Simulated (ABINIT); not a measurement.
WS2:

```
CELL_PARAMETERS angstrom
1.57900 0.91164 6.16333
-1.57900 0.91164 6.16333
0.00000 -1.82327 6.16333
ATOMIC_POSITIONS crystal
W 0.00000 0.00000 0.00000
S 0.58100 0.58100 0.58100
S 0.75030 0.75030 0.75030
```

Measurements of this composition are mostly on another form, of space group No. 194.

| Quantity | Value |
| --- | --- |
| Program | ABINIT 10.8.3 (patched build) |
| Task | relaxation of cell and atoms |
| Functional | PBEsol |
| Potentials or basis | JTH PAW PBE v2.0 |
| Cutoff | 544 eV |
| k mesh | 8 × 8 × 8 |
| Occupations | fermi-dirac, width 0.05 eV |
| Spin | no spin polarisation |

At the start: pressure -0.2 GPa; volume 17.74 Å³/atom.

Q: Where does the relaxation end?

A: Over 10 steps the energy falls by 3.2 meV/atom and the volume is 18.28 Å³/atom (+3.0 %); space group R3m (No. 160, to 0.05 Å).

The path:
```
step  energy change (eV)  largest force (eV/Å)  pressure (GPa)  volume (Å³)
   1              0.0000                0.6018           -0.20        53.23
   2             -0.0044                0.2984           -0.10        53.20
   3             -0.0062                0.0411            0.05        53.16
   4             -0.0063                0.0489            0.06        53.17
   5             -0.0070                0.0829            0.16        53.27
   6             -0.0072                0.0778            0.20        53.34
   7             -0.0081                0.0851            0.29        53.67
   8             -0.0088                0.0640            0.30        54.08
   9             -0.0095                0.0328            0.18        54.53
  10             -0.0096                0.0089            0.05        54.83
```

Final structure:
```
CELL_PARAMETERS angstrom
1.57506 0.90936 6.38027
-1.57506 0.90936 6.38027
0.00000 -1.81872 6.38027
ATOMIC_POSITIONS crystal
W 0.99933 0.99933 0.99933
S 0.58408 0.58408 0.58408
S 0.74788 0.74788 0.74788
```

Caveat: the PAW data sets were made with another functional, which shifts forces and pressure a little.
